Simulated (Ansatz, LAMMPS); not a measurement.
## Relaxing amorphous Al2O3 at 3.05 g/cm^3 (90 atoms)

Wanted: the relaxed structure of amorphous Al2O3 at 3.05 g/cm^3 (90 atoms) and its electronic structure.

Method: Kohn-Sham DFT, PBE, PAW (set soft_2), plane waves, in Ansatz 0.2.0.

**What experiment says.** The mean number of oxygen atoms around aluminium in anodized alumina glass was determined from the peak areas of a solid-state aluminium NMR spectrum (“Structure of alumina glass”, 2022, PMC8752723): number of O about Al 4.73.

## Step 1: The starting structure

The cell holds 90 atoms: 36 Al and 54 O. Its edges and angles: a = 9.997 Å, b = 9.997 Å, c = 9.997 Å, α = 90.0°, β = 90.0°, γ = 90.0°. 90 atoms (36 Al, 54 O) placed at random at 3.05 g/cm³, melted at 5000 K for 10 ps at fixed volume with the Morse and Coulomb pair potential with partial charges (Pedone, Malavasi, Menziani, Cormack and Segre, J. Phys. Chem. B 110, 11780 (2006)). Quenched from 5000 K to 300 K at 50 K/ps and fixed volume, held 5 ps, then minimised at fixed cell. The density is one point of a scan and needn't be that of the real material.

Before any run, some limits are plain. The quench rate of 50 K/ps is many orders above laboratory rates, so the cell is likely richer in defects and strain than a real sample. The starting topology of bonds comes from the classical model. Only the Γ point is sampled in the main run, in a cell whose shortest periodic width is 10 Å.

## Step 2: The classical run that made the cell

A classical potential makes the cell, at a small fraction of what the same run would cost in DFT.

This step: classical MD, Morse and Coulomb pair potential with partial charges (Pedone, Malavasi, Menziani, Cormack and Segre, J. Phys. Chem. B 110, 11780 (2006)) (LAMMPS 22 Jul 2025 - Update 4).

File in.lmp:

```
# melt-quench of Al36O54
units metal
atom_style charge
boundary p p p
region box block 0 9.9973 0 9.9973 0 9.9973
create_box 2 box
mass 1 26.9815   # Al
mass 2 15.9990   # O
create_atoms 1 random 36 35828 NULL overlap 1.5 maxtry 2000
create_atoms 2 random 54 35835 NULL overlap 1.5 maxtry 2000
pair_style hybrid/overlay pedone 5.5 coul/long 8.0
pair_coeff * * coul/long
pair_coeff 1 2 pedone 0.361581 1.900442 2.164818 0.9   # Al-O
pair_coeff 2 2 pedone 0.042395 1.379316 3.618701 22   # O-O
set type 1 charge 1.8
set type 2 charge -1.2
kspace_style pppm 1.0e-4
neigh_modify delay 0 every 1 check yes
thermo_style custom step time temp pe press density
thermo_modify norm yes
timestep 0.002
thermo 100
min_style cg
minimize 1e-4 1e-4 200 2000
reset_timestep 0
velocity all create 5000 35829 mom yes dist gaussian
fix lim all nve/limit 0.05
fix lan all langevin 5000 5000 0.2 35830 zero yes
thermo 500
run 1000 post no
unfix lim
unfix lan
thermo 833
fix md all nvt temp 5000 5000 0.2
run 5000 post no
unfix md
thermo 4700
fix md all nvt temp 5000 300 0.2
run 47000 post no
unfix md
thermo 1250
fix md all nvt temp 300 300 0.2
run 2500 post no
unfix md
thermo 100
min_style cg
minimize 0 1e-3 2000 20000
write_dump all custom glass.dump id type xs ys zs modify sort id
```

Started as:

```
> lmp -in in.lmp -log none -nocite
```

Numbers of over 12 decimals in the logs are rounded to 6 here.

Log:

```text
LAMMPS (22 Jul 2025 - Update 4)
Created orthogonal box = (0 0 0) to (9.9973 9.9973 9.9973)
Created 36 atoms
Created 54 atoms
PPPM initialization ...
  G vector (1/distance) = 0.3734882
  grid = 10 10 10
  estimated relative force accuracy = 8.5905237e-05
   Step          Time           Temp          PotEng         Press         Density
         0   0              0             -2.7381903      800122.13      3.0500237
        68   0.136          0             -13.426783     -72287.877      3.0500237
Loop time of 0.286006 s on 1 MPI rank(s) for 68 steps with 90 atoms
Minimization stats:
  Stopping criterion = energy tolerance
  Energy initial, next-to-last, final =
     -2.73819032696958   -13.425677725944  -13.4267828761305
  Force two-norm initial, final = 280.03159 1.8798252
  Iterations, force evaluations = 68 86
   Step          Time           Temp          PotEng         Press         Density
         0   0              5000          -13.426783     -10799.14       3.0500237
       500   1              2315.0533     -13.283652     -40593.626      3.0500237
      1000   2              2351.1286     -13.252622     -40097.223      3.0500237
Loop time of 1.53644 s on 1 MPI rank(s) for 1000 steps with 90 atoms
   Step          Time           Temp          PotEng         Press         Density
[... 2 lines left out ...]
      2499   4.998          4562.2054     -12.760029      69732.239      3.0500237
      3332   6.664          5952.3621     -12.771528      88257.806      3.0500237
      4165   8.33           5531.0248     -12.745544      30973.579      3.0500237
      4998   9.996          4738.9547     -12.741643      75456.059      3.0500237
      5831   11.662         4307.4911     -12.843995      61730.228      3.0500237
[... 1 line left out ...]
Loop time of 7.77588 s on 1 MPI rank(s) for 5000 steps with 90 atoms
   Step          Time           Temp          PotEng         Press         Density
[... 12 lines left out ...]
Loop time of 72.5487 s on 1 MPI rank(s) for 47000 steps with 90 atoms
   Step          Time           Temp          PotEng         Press         Density
[... 2 lines left out ...]
     55000   110            291.18051     -13.546884     -94137.068      3.0500237
     55500   111            311.09817     -13.54944      -90350.1        3.0500237
Loop time of 3.35139 s on 1 MPI rank(s) for 2500 steps with 90 atoms
   Step          Time           Temp          PotEng         Press         Density
     55500   111            311.09817     -13.54944      -90350.1        3.0500237
     55527   111.054        311.09817     -13.590502     -97892.479      3.0500237
Loop time of 0.213494 s on 1 MPI rank(s) for 27 steps with 90 atoms
Minimization stats:
  Stopping criterion = linesearch alpha is zero
  Energy initial, next-to-last, final =
     -13.5494399613302  -13.5905021714886  -13.5905021714886
  Force two-norm initial, final = 10.680397 0.34615573
  Iterations, force evaluations = 27 91
```

Wall time 86 s (1 thread of Intel Xeon at 2.80GHz (Skylake/Cascade Lake), shared host); peak memory 0.63 GiB.

## Step 3: Single point at the start

The forces at the start show how far the geometry lies from a minimum of this functional.

File input.yaml:

```yaml
crystal:
  lattice:
    - [9.9973, 0.0, 0.0]
    - [0.0, 9.9973, 0.0]
    - [0.0, 0.0, 9.9973]
  atoms:
    - { symbol: Al, position: [0.93878, 0.49719, 0.5196] }
    - { symbol: Al, position: [0.37546, 0.64822, 0.5628] }
    - { symbol: Al, position: [0.47858, 0.49674, 0.07372] }
    - { symbol: Al, position: [0.1673, 0.17558, 0.35072] }
    - { symbol: Al, position: [0.02076, 0.99935, 0.09971] }
    - { symbol: Al, position: [0.74255, 0.39364, 0.91041] }
    - { symbol: Al, position: [0.08166, 0.94562, 0.53779] }
    - { symbol: Al, position: [0.48241, 0.07654, 0.91155] }
    - { symbol: Al, position: [0.24314, 0.746, 0.07564] }
    - { symbol: Al, position: [0.26702, 0.50365, 0.31224] }
    - { symbol: Al, position: [0.08401, 0.30293, 0.12352] }
    - { symbol: Al, position: [0.64452, 0.16026, 0.39724] }
    - { symbol: Al, position: [0.93127, 0.7349, 0.70583] }
    - { symbol: Al, position: [0.02648, 0.36831, 0.80255] }
    - { symbol: Al, position: [0.29014, 0.30819, 0.88088] }
    - { symbol: Al, position: [0.72766, 0.81098, 0.91292] }
    - { symbol: Al, position: [0.7574, 0.7182, 0.22869] }
    - { symbol: Al, position: [0.2365, 0.38791, 0.60736] }
    - { symbol: Al, position: [0.54822, 0.29351, 0.67606] }
    - { symbol: Al, position: [0.26759, 0.85771, 0.32065] }
    - { symbol: Al, position: [0.02688, 0.72344, 0.29135] }
    - { symbol: Al, position: [0.52897, 0.87977, 0.45032] }
    - { symbol: Al, position: [0.3211, 0.08726, 0.5516] }
    - { symbol: Al, position: [0.54665, 0.90906, 0.17216] }
    - { symbol: Al, position: [0.60707, 0.98176, 0.70382] }
    - { symbol: Al, position: [0.81069, 0.38886, 0.2786] }
    - { symbol: Al, position: [0.80872, 0.90988, 0.48818] }
    - { symbol: Al, position: [0.95469, 0.61261, 0.98967] }
    - { symbol: Al, position: [0.87459, 0.09365, 0.85977] }
    - { symbol: Al, position: [0.90865, 0.20343, 0.54705] }
    - { symbol: Al, position: [0.56743, 0.57973, 0.36259] }
    - { symbol: Al, position: [0.45289, 0.74524, 0.86339] }
    - { symbol: Al, position: [0.20682, 0.63201, 0.81975] }
    - { symbol: Al, position: [0.66506, 0.58306, 0.67764] }
    - { symbol: Al, position: [0.72426, 0.14312, 0.1028] }
    - { symbol: Al, position: [0.1965, 0.98732, 0.84244] }
    - { symbol: O, position: [0.37997, 0.3175, 0.71212] }
    - { symbol: O, position: [0.50368, 0.91169, 0.84252] }
    - { symbol: O, position: [0.03141, 0.1057, 0.46493] }
    - { symbol: O, position: [0.90455, 0.66925, 0.14426] }
    - { symbol: O, position: [0.85122, 0.0269, 0.10453] }
    - { symbol: O, position: [0.93429, 0.37118, 0.16395] }
    - { symbol: O, position: [0.4464, 0.51073, 0.25783] }
    - { symbol: O, position: [0.09209, 0.68936, 0.70767] }
    - { symbol: O, position: [0.72351, 0.53717, 0.30498] }
    - { symbol: O, position: [0.77953, 0.22518, 0.95392] }
    - { symbol: O, position: [0.57474, 0.14901, 0.77496] }
    - { symbol: O, position: [0.11068, 0.29385, 0.949] }
    - { symbol: O, position: [0.6456, 0.47097, 0.02804] }
    - { symbol: O, position: [0.83391, 0.60489, 0.62285] }
    - { symbol: O, position: [0.58165, 0.00367, 0.3303] }
    - { symbol: O, position: [0.19906, 9.0e-05, 0.65949] }
    - { symbol: O, position: [0.11549, 0.83632, 0.41096] }
    - { symbol: O, position: [0.3791, 0.78608, 0.45818] }
    - { symbol: O, position: [0.47028, 0.01152, 0.57912] }
    - { symbol: O, position: [0.37669, 0.86479, 0.17767] }
    - { symbol: O, position: [0.93403, 0.88209, 0.60803] }
    - { symbol: O, position: [0.39103, 0.36758, 0.00078] }
    - { symbol: O, position: [0.12748, 0.62475, 0.98046] }
    - { symbol: O, position: [0.28652, 0.51647, 0.49496] }
    - { symbol: O, position: [0.19235, 0.35398, 0.26218] }
    - { symbol: O, position: [0.70959, 0.23699, 0.25066] }
    - { symbol: O, position: [0.20074, 0.45409, 0.79006] }
    - { symbol: O, position: [0.65779, 0.41716, 0.74733] }
    - { symbol: O, position: [0.84753, 0.82299, 0.34608] }
    - { symbol: O, position: [0.77326, 0.08617, 0.50202] }
    - { symbol: O, position: [0.36406, 0.6688, 0.73137] }
    - { symbol: O, position: [0.40763, 0.64703, 0.00209] }
    - { symbol: O, position: [0.24682, 0.24074, 0.50995] }
    - { symbol: O, position: [0.27868, 0.03148, 0.38218] }
    - { symbol: O, position: [0.00302, 0.58394, 0.39318] }
    - { symbol: O, position: [0.25445, 0.83642, 0.90884] }
    - { symbol: O, position: [0.54899, 0.58668, 0.5399] }
    - { symbol: O, position: [0.92392, 0.20055, 0.72663] }
    - { symbol: O, position: [0.90597, 0.46732, 0.88446] }
    - { symbol: O, position: [0.88176, 0.73436, 0.87707] }
    - { symbol: O, position: [0.86204, 0.34675, 0.45109] }
    - { symbol: O, position: [0.04532, 0.39735, 0.61899] }
    - { symbol: O, position: [0.31445, 0.11716, 0.88708] }
    - { symbol: O, position: [0.03413, 0.01845, 0.9128] }
    - { symbol: O, position: [0.75754, 0.96425, 0.82166] }
    - { symbol: O, position: [0.10504, 0.85931, 0.15034] }
    - { symbol: O, position: [0.56781, 0.06238, 0.06189] }
    - { symbol: O, position: [0.667, 0.80533, 0.07801] }
    - { symbol: O, position: [0.57023, 0.26615, 0.50764] }
    - { symbol: O, position: [0.62717, 0.69325, 0.81101] }
    - { symbol: O, position: [0.59305, 0.75189, 0.31787] }
    - { symbol: O, position: [0.6612, 0.85952, 0.57145] }
    - { symbol: O, position: [0.21922, 0.65626, 0.24136] }
    - { symbol: O, position: [0.09359, 0.13507, 0.18724] }
kpoints:
  mp_grid: { grid: [1, 1, 1] }
hamiltonian:
  xc: pbe
scf:
  occupations: { method: fermi_dirac, width: 0.025 }
output:
  forces: true
```

Started as:

```
> ansatz run input.yaml --threads 4 --pin off --max-ram 8192MiB --backend cpu --events-out ev --progress --plain --runs-dir out
```

Log:

```text
Engine: ansatz 0.2.0, aarch64-unknown-linux-gnu
Pseudopotentials: kind: paw
Pseudopotential: Al, paw, valence charge 3, recommended cutoff 420 eV (normal), Al.paw.azcp
Pseudopotential: O, paw, valence charge 6, recommended cutoff 420 eV (normal), O.paw.azcp
Functional definition: PBE
  parameter kappa = 0.804
  parameter beta = 0.066725
  exchange = pbe_x(kappa = kappa, mu = beta*pi^2/3)
  correlation = pbe_c(beta = beta)
Crystal: 90 atoms, lattice volume = 999.190 Å³
Basis set: ecut = 420 eV, 19549 PW (Γ), exchange–correlation on 144×144×144 points (8 copies of the dense FFT grid, shifted against one another)
Bands: 306, of which v1, the nominal top of the filled ones, is band 216 counted from 1 (215 counted from 0)
Symmetry: 1 space group operations
Space group: P1 (ITA 1), of the structure as read, at distance tolerance 1.0e-4 Å
k-points: 1
Non-local potential: Al, projectors of the file, l = 0: 2, l = 1: 2, l = 2: 1
Non-local potential: O, projectors of the file, l = 0: 2, l = 1: 2, l = 2: 1
PAW form: soft (Blöchl's): semilocal exchange-correlation on the pseudo side does not see the compensation charge
PAW one-centre angular grid: Al, 110 points (default); XC on 64 Gauss nodes
PAW one-centre angular grid: O, 110 points (default); XC on 64 Gauss nodes
Initial density: superposition of atomic densities (neutral atoms: chi_scale 0, normalization atom), corrected by the library's trained network
Initial wavefunctions: pseudopotential atomic-orbital guess
Functional: x = pbe(κ = 0.804, μ = 0.219515), c = pbe(β = 0.066725)
SCF iter   1: F=—  HF=-50114.834925 eV  |F-HF|=—  |Δ(HF+E_count)|=         —  Δρ=2.29e-3  dr2=7.31e-2  ethr=1.77e-3  ⟨swp⟩=6.0  Hψ=1370  notcnv=0  defer=39
preconditioner: auto → Resta (q_TF=auto, 2.372 Å⁻¹)  ε∞=3.4  [insulator: Δε(μ)=3.666 eV  Ē_g=15.641 eV  σ=0.025 eV  W_gap=1.00  n_scr=250 (ndim 8)  ℏωp=24.4 eV  f_vac=0.030  D(μ)=0.00/eV (n_scr^D=0)  ε∞_Penn≈3.4]
SCF iter   2: F=—  HF=-50114.830021 eV  |F-HF|=—  |Δ(HF+E_count)|=   4.90e-3  Δρ=1.25e-3  dr2=1.83e-2  ethr=1.69e-5  ⟨swp⟩=2.0  Hψ=575  notcnv=0  defer=83
SCF iter   3: F=—  HF=-50114.832227 eV  |F-HF|=—  |Δ(HF+E_count)|=   2.21e-3  Δρ=5.62e-4  dr2=4.86e-3  ethr=4.24e-6  ⟨swp⟩=2.0  Hψ=398  notcnv=0  defer=27
automatic band count: iteration 3 solves 250 bands in place of 306: the levels show a gap, and the empty bands left out lie too high to hold charge; the band table lists the bands solved (type scf.n_extra_bands for more)
SCF iter   4: F=—  HF=-50114.832199 eV  |F-HF|=—  |Δ(HF+E_count)|=   2.79e-5  Δρ=1.62e-4  dr2=2.59e-4  ethr=1.13e-6  ⟨swp⟩=2.0  Hψ=393  notcnv=0  defer=27
SCF iter   5: F=—  HF=-50114.832300 eV  |F-HF|=—  |Δ(HF+E_count)|=   1.00e-4  Δρ=1.09e-4  dr2=9.09e-5  ethr=6.01e-8  ⟨swp⟩=2.0  Hψ=407  notcnv=0  defer=27
SCF iter   6: F=—  HF=-50114.834170 eV  |F-HF|=—  |Δ(HF+E_count)|=   1.87e-3  Δρ=2.60e-5  dr2=6.39e-6  ethr=2.10e-8  ⟨swp⟩=3.0  Hψ=410  notcnv=0  defer=27
SCF iter   7: F=—  HF=-50114.834175 eV  |F-HF|=—  |Δ(HF+E_count)|=   5.11e-6  Δρ=7.53e-6  dr2=6.18e-7  ethr=1.48e-9  ⟨swp⟩=2.0  Hψ=392  notcnv=0  defer=27
SCF iter   8: F=—  HF=-50114.834176 eV  |F-HF|=—  |Δ(HF+E_count)|=   9.37e-7  Δρ=6.17e-6  dr2=2.89e-7  ethr=2.31e-11  ⟨swp⟩=5.0  Hψ=861  notcnv=0
SCF iter   9: F=-50114.834176 eV  HF=-50114.834176 eV  |F-HF|=1.17e-8  |Δ(HF+E_count)|=   2.06e-8  Δρ=1.27e-6  dr2=1.43e-8  ethr=2.31e-11  ⟨swp⟩=2.0  Hψ=902  notcnv=0
SCF 1 converged in 9 iterations: F = -50114.834176 eV  dr2 = 1.43e-8
  greatest PAW one-centre occupation: 0.863 electrons in one spin orbital (limit 2), on the O atom at site 43 (counted from 0), in its partial waves of l = 0
SCF converged after 9 iterations
Free energy (F): -50114.834176 eV
Harris-Foulkes:  -50114.834176 eV  (|F-HF|=1.17e-8)
Internal energy: -50114.834176 eV  (E = F + TS)
E sigma→0 (E₀):  -50114.834176 eV
Fermi energy:    6.907701 eV
--- Per-component energies (eV) ---
  E_band       = -733.121006
  E_kinetic    = 10543.801842
  E_local      = -23225.122559  (includes V_loc(G=0)·N_el)
  E_nonlocal   = 2940.590432
  E_hartree    = 8661.642316
  E_xc         = -5478.559347
  E_vxc        = -6210.029384  (∫ρ·V_xc dr)
  E_paw        = -25402.236322  (= ΣΔE_a)
  E_vpaw       = -2105.777255  (= ΣTr[D̂ρ^β])
  E_aug_tail   = 0.136404  (compensation charges beyond the density's cutoff)
  E_ewald      = -18155.086942
  E_smearing   = -0.000000  (= −TS)
  E_closure    = 0.000000  (closes the sum)
  Σ components = -50114.834176   (vs F -50114.834176, Δ=0.00e0)
--- Forces (eV/Å), atoms counted from 1 ---
  atom   1  Al    -0.22236298    -0.03890969     0.16063994
  atom   2  Al     0.65725187     0.23696747    -0.10005709
  atom   3  Al     0.18081684    -0.34026052    -0.54249792
  atom   4  Al     0.00816771     0.04265004     0.18579830
  atom   5  Al    -0.32176788     0.68167215    -0.42775826
  atom   6  Al    -0.40255237     0.09758159    -0.04187611
  atom   7  Al     0.26118119     0.66843193    -0.03673931
  atom   8  Al    -0.00160326     0.20364609    -0.37426925
  atom   9  Al     0.23289964     0.25325116    -0.42020198
  atom  10  Al     0.42111600    -0.03808190     0.12437469
  atom  11  Al     0.07032905    -0.11460592     0.33117146
  atom  12  Al    -0.03412141    -0.49514960     0.29797516
  atom  13  Al     0.07696300    -0.47236854     0.11531741
  atom  14  Al     0.24622522    -0.38070160    -0.32911800
[...]
atom  89  O     -0.76820411     1.14033941    -0.16985383
  atom  90  O      0.55090048     0.27957898     0.21647976
  max |Σ_I F_I| component: 5.38e-5 eV/Å
```

It took 9.6 s on 4 threads of Arm Neoverse V1, shared host; peak memory 1.2 GiB.

Reading the cycles: dr2 is the Hartree energy of the density residual (eV), the measure of convergence; HF is the Harris–Foulkes estimate of the energy, which meets the free energy F at convergence.

Numbers from this run:

| Item | Value |
| --- | --- |
| free energy | -50114.8342 eV |
| free energy per atom | -556.8315 eV/atom |
| SCF cycles | 9 |
| r.m.s. force component | 0.4304 eV/Å |
| longest force | 1.879 eV/Å |
| Fermi energy | 6.908 eV |

The r.m.s. force component of 0.43 eV/Å sets the starting point.

Neighbours are counted within 2.43 Å (O-Al).

Length of the force by element and coordination:

```csv
element,coordination,atoms,mean length of the force (eV/Å),spread,least,most
Al,all,36,0.501,0.219,0.129,0.997
Al,4,23,0.510,0.202,0.129,0.914
Al,5,10,0.490,0.264,0.129,0.997
Al,6,3,0.461,0.164,0.233,0.607
O,all,54,0.787,0.328,0.208,1.88
O,2,7,0.808,0.110,0.609,0.949
O,3,42,0.734,0.297,0.208,1.59
O,4,5,1.21,0.448,0.550,1.88
```

(Part 1 of 4 ends here.)

[Logs are printed without paths, hosts, clocks, repeated set-up lines and the standing remarks that a program may print on its own settings, such as how far it seeks lower states.]

[Hosts, paths, dates, database ids (printed as entryN), source tags and the programs' standing remarks are cut or masked in the printed files.]
